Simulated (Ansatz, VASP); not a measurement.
**One calculation of GaAs, two programs**

INCAR

```
SYSTEM = GaAs
PREC = Accurate
ENCUT = 520
EDIFF = 1E-8
ISMEAR = -1
SIGMA = 0.05
LREAL = .FALSE.
LASPH = .TRUE.
NELM = 80
ALGO = Normal
ISIF = 2
LWAVE = .FALSE.
LCHARG = .FALSE.
GGA = PE
LEFG = .TRUE.
NBANDS = 16
```

The input KPOINTS:

```
Automatic mesh
0
G
  9 9 8
  0 0 0
```

POSCAR

```
GaAs
1.0
    3.6064012100      0.0000000000      0.0000000000
   -1.8032006000      3.1232350600      0.0000000000
    0.0000000000      0.0000000000      3.5731941600
Ga As
1 1
Direct
    0.3333333300      0.6666666700      0.5000000000
    0.0000000000      0.0000000000      0.0000000000
```

File input.yaml:

```yaml
crystal:
  lattice:
    - [3.60640121, 0.0, 0.0]
    - [-1.8032006, 3.12323506, 0.0]
    - [0.0, 0.0, 3.57319416]
  atoms:
    - { symbol: Ga, position: [0.33333333, 0.66666667, 0.5] }
    - { symbol: As, position: [0.0, 0.0, 0.0] }
kpoints:
  mp_grid: { grid: [9, 9, 8] }
scf:
  occupations: { method: fermi_dirac, width: 0.05 }
hamiltonian:
  xc: pbe
  pseudopotentials: { kind: all_electron, datasets: crystal }
output:
  forces: true
  stress: true
  eigenvalues: true
  efg: {}
  elf: true
  volumetric_format: npy
```

The cell was built by a generator and needn't be a form met in nature.

Alike in both runs: task electric field gradients; functional PBE; k mesh 9 × 9 × 8; occupations fermi-dirac, width 0.05 eV; no spin polarisation.

|  | VASP | Ansatz |
| --- | --- | --- |
| version | VASP 6.6.1 | Ansatz 0.2.0 |
| potentials or method | VASP PAW PBE potentials, release 64 (Ga_d, As) | all-electron PAW datasets made for the crystal |
| plane-wave cutoff (eV) | 520 | see its input |

|  | VASP | Ansatz | Ansatz less VASP |
| --- | --- | --- | --- |
| gap on the k mesh at the Fermi level (eV) | none | none | - |
| pressure (GPa) | -0.4 | -0.5 | -0.13 |
| largest component of the traceless stress (GPa) | 2.59 | 2.64 | +0.053 |
| Vzz of the field gradient on the site that differs most (V/Å²) | -21.0 | -23.8 | -2.79 |

A gap of «none» marks a metal or a gap that the smearing closes. Ansatz ran all-electron here, so the differences hold the error of VASP's frozen core and of both bases.
